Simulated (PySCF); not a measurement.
## Sn: equation of state with PBEsol

Sn:

```
Sn
1.0
    -1.89465    1.89465    1.89465
     1.89465   -1.89465    1.89465
     1.89465    1.89465   -1.89465
Sn
1
Direct
  0.00000 0.00000 0.00000
```

This isn't the form of Sn at room conditions, which is tetragonal (white tin).

```json
{
 "Program": "PySCF 2.14.0",
 "Task": "equation of state",
 "Functional": "PBEsol",
 "Potentials or basis": "DZVP-MOLOPT-SR/GTH-PBE (potentials made for PBE)",
 "k mesh": "10 × 10 × 10",
 "Occupations": "fermi-dirac, width 0.05 eV",
 "Spin": "no spin polarisation",
 "Symmetry": "yes",
 "Density cutoff": "50 Ha",
 "Exponents discarded below (exp_to_discard)": "0.02 1/bohr^2",
 "Potentials": "Sn GTH-PBE-q4",
 "Coulomb method": "multigrid"
}
```

```json
{"Equilibrium volume": "27.90 Å³/atom", "Bulk modulus": "46 GPa", "Pressure derivative of the bulk modulus": "5.1"}
```

Energy against volume, from the lowest point:
| volume (Å³/atom) | energy (meV/atom) |
| --- | --- |
| 25.573 | 33.27 |
| 26.117 | 18.66 |
| 26.661 | 8.60 |
| 27.205 | 2.54 |
| 27.749 | 0.00 |
| 28.293 | 0.61 |
| 28.837 | 4.06 |

It took 16 min on 2 threads of Intel(R) Xeon(R) Processor @ 2.50GHz (Skylake/Cascade Lake) (shared host).

Caveat: the potentials were made for another functional, which shifts forces and pressure; the basis of atomic orbitals isn't converged, which shifts pressures, moduli and gaps.
